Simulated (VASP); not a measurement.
**VASP 6.6.1 run: Si**

INCAR

```
EDIFF = 1E-7
PREC = Accurate
NELMDL = -12
GGA = 91
ISIF = 2
ISMEAR = 1
LREAL = .FALSE.
ENCUT = 520
SIGMA = 0.01
LWAVE = .FALSE.
NELM = 86
LASPH = .TRUE.
NBANDS = 11
NSW = 0
LCHARG = .FALSE.
IBRION = -1
```

KPOINTS

```
KPOINTS created by Atomic Simulation Environment
0
Gamma
8 8 8
0 0 0
```

POSCAR

```
Si
 1.0000000000000000
     0.0000000000000000    2.7221197381000000    2.7022482640000001
     2.7221197381000000    0.0000000000000000    2.7022482640000001
     2.7221197381000000    2.7221197381000000    0.0000000000000000
 Si
   2
Cartesian
  1.3610598690500000  1.3610598690500000  1.3511241320000000
  0.0000000000000000  0.0000000000000000  0.0000000000000000
```

The recommended PBE PAW datasets give the neutral cell 8 valence electrons.

Command

```
mpirun -np 1 vasp_std
```

OSZICAR

```
N       E                     dE             d eps       ncg     rms          rms(c)
DAV:   1     0.660306637190E+01    0.66031E+01   -0.31849E+03  1306   0.560E+02
DAV:   2    -0.104741968555E+02   -0.17077E+02   -0.16338E+02  1700   0.857E+01
DAV:   3    -0.110042727695E+02   -0.53008E+00   -0.52912E+00  1672   0.126E+01
DAV:   4    -0.110080184975E+02   -0.37457E-02   -0.37463E-02  1606   0.133E+00
DAV:   5    -0.110080548687E+02   -0.36371E-04   -0.35239E-04  1652   0.118E-01
DAV:   6    -0.110080553292E+02   -0.46051E-06   -0.46049E-06  1612   0.138E-02
DAV:   7    -0.110080553364E+02   -0.72090E-08   -0.72099E-08  1665   0.157E-03
DAV:   8    -0.110080553365E+02   -0.14353E-09   -0.10775E-09  1417   0.196E-04
DAV:   9    -0.110080553365E+02    0.40529E-10   -0.25679E-11  1039   0.280E-05
DAV:  10    -0.110080553365E+02   -0.26802E-10   -0.45744E-12   910   0.100E-05
DAV:  11    -0.110080553365E+02    0.15518E-10   -0.14764E-12   898   0.483E-06
DAV:  12    -0.110080553365E+02    0.12648E-10   -0.23708E-13   868   0.239E-06    0.465E+00
DAV:  13    -0.108812126505E+02    0.12684E+00   -0.78116E-02  1409   0.113E+00    0.285E+00
DAV:  14    -0.108228503367E+02    0.58362E-01   -0.15340E-01  1466   0.168E+00    0.208E-01
DAV:  15    -0.108238225299E+02   -0.97219E-03   -0.62592E-03  1441   0.421E-01    0.745E-02
DAV:  16    -0.108239189393E+02   -0.96409E-04   -0.12322E-04  1621   0.713E-02    0.600E-02
DAV:  17    -0.108239424390E+02   -0.23500E-04   -0.30449E-05  1478   0.297E-02    0.171E-02
DAV:  18    -0.108239414049E+02    0.10341E-05   -0.93571E-07  1577   0.496E-03    0.353E-03
DAV:  19    -0.108239413198E+02    0.85068E-07   -0.15613E-07  1463   0.261E-03
   1 F= -.10823941E+02 E0= -.10823942E+02  d E =0.113240E-05
```

Standard output (part)

```
POSCAR found type information on POSCAR Si
 POSCAR found :  1 types and       2 ions
 LDA part: xc-table for (Slater(with rela. corr.)+CA(PZ))
 , standard interpolation
 POSCAR, INCAR and KPOINTS ok, starting setup
 WAVECAR not read
 entering main loop
```

From OUTCAR

```
k-points           NKPTS =     59   k-points in BZ     NKDIM =     59   number of bands    NBANDS=     11

   NELECT =       8.0000    total number of electrons

   dimension x,y,z NGX =    30 NGY =   30 NGZ =   30
   dimension x,y,z NGXF=    60 NGYF=   60 NGZF=   60

  energy-cutoff  :      520.00
  volume of cell :       40.05
      direct lattice vectors                 reciprocal lattice vectors
     0.000000000  2.722119738  2.702248264    -0.183680384  0.183680384  0.185031112
     2.722119738  0.000000000  2.702248264     0.183680384 -0.183680384  0.185031112
     2.722119738  2.722119738  0.000000000     0.183680384  0.183680384 -0.185031112

 k-points in reciprocal lattice and weights: KPOINTS created by Atomic Simulation Env
   0.00000000  0.00000000  0.00000000       0.002
   0.12500000  0.00000000  0.00000000       0.016
   0.25000000  0.00000000  0.00000000       0.016
   0.37500000  0.00000000  0.00000000       0.016
   0.50000000  0.00000000  0.00000000       0.008
   0.12500000  0.12500000  0.00000000       0.004
   0.25000000  0.12500000  0.00000000       0.016
   0.37500000  0.12500000  0.00000000       0.016
   ...

 E-fermi :   5.8230

 k-point     1 :       0.0000    0.0000    0.0000
  band No.  band energies     occupation
      1      -6.1590      2.00000
      2       5.7634      2.00000
      3       5.7634      2.00000
      4       5.8145      2.00000
      5       8.3484      0.00000
      6       8.3754      0.00000
      7       8.3754      0.00000
      8       9.1453      0.00000
      9      13.4746      0.00000
     10      13.6064      0.00000
     11      13.7264      0.00000

 k-point     2 :       0.1250    0.0000    0.0000
  band No.  band energies     occupation
      1      -5.9551      2.00000
      2       4.1889      2.00000
      3       5.4739      2.00000
      4       5.5146      2.00000
      5       8.2958      0.00000
      6       8.7823      0.00000
      7       8.7952      0.00000
      8      10.4893      0.00000
      9      13.0040      0.00000
     10      13.1068      0.00000
     11      14.5151      0.00000

 k-point     3 :       0.2500    0.0000    0.0000
  band No.  band energies     occupation
      1      -5.3601      2.00000
      2       1.8660      2.00000
      3       4.9992      2.00000
      4       5.0527      2.00000
      5       7.8191      0.00000
      6       9.2968      0.00000
      7       9.3173      0.00000
      8      12.6903      0.00000
      9      12.9923      0.00000
     10      13.0239      0.00000
     11      14.7794      0.00000

 k-point     4 :       0.3750    0.0000    0.0000
  band No.  band energies     occupation
      1      -4.4674      2.00000
      2      -0.1507      2.00000
      3       4.6677      2.00000
      4       4.7323      2.00000
      5       7.4542      0.00000
      6       9.2298      0.00000
      7       9.2821      0.00000
      8      13.6679      0.00000
      9      14.3663      0.00000
     10      14.4080      0.00000
     11      15.4605      0.00000

 k-point     5 :       0.5000    0.0000    0.0000
  band No.  band energies     occupation
      1      -3.8305      2.00000
      2      -1.1714      2.00000
      3       4.5539      2.00000
      4       4.6229      2.00000
      5       7.3257      0.00000
      6       9.1170      0.00000
      7       9.1754      0.00000
      8      13.5150      0.00000
      9      16.3157      0.00000
     10      16.3976      0.00000
     11      17.0433      0.00000

 ...

  Total        0.4261761      0.4261761      0.6019154      0.0000000      0.0000000      0.0000000
  in kB       17.0502217     17.0502217     24.0811014      0.0000000      0.0000000      0.0000000
  external PRESSURE =      19.3938483 kB  Pullay stress =       0.0000000 kB

 POSITION                                       TOTAL-FORCE (eV/Angst)
 -----------------------------------------------------------------------------------
      1.36106      1.36106      1.35112         0.000000      0.000000      0.000000
      0.00000      0.00000      0.00000        -0.000000     -0.000000     -0.000000
 -----------------------------------------------------------------------------------
    total drift:                               -0.000000     -0.000000     -0.000000

  FREE ENERGIE OF THE ION-ELECTRON SYSTEM (eV)
  ---------------------------------------------------
  free  energy   TOTEN  =       -10.8239413198 eV

  energy  without entropy=      -10.8239424522  energy(sigma->0) =      -10.82394170
```

It converged. Results: gap between bands v and c on the k mesh 0.55 eV; least direct gap on the k mesh 2.53 eV; pressure 1.9 GPa. Band v is the last that the valence electrons fill when counted band by band, and c is the next.

For comparison, a separate PBE run of the intended cell, on usual settings and not on those above, gives a gap of 0.54 eV on its mesh and a pressure of 1.9 GPa.

The run above took about 36 s on one core of a shared host (Intel Xeon Platinum 8488C) and held 0.16 GiB at most.
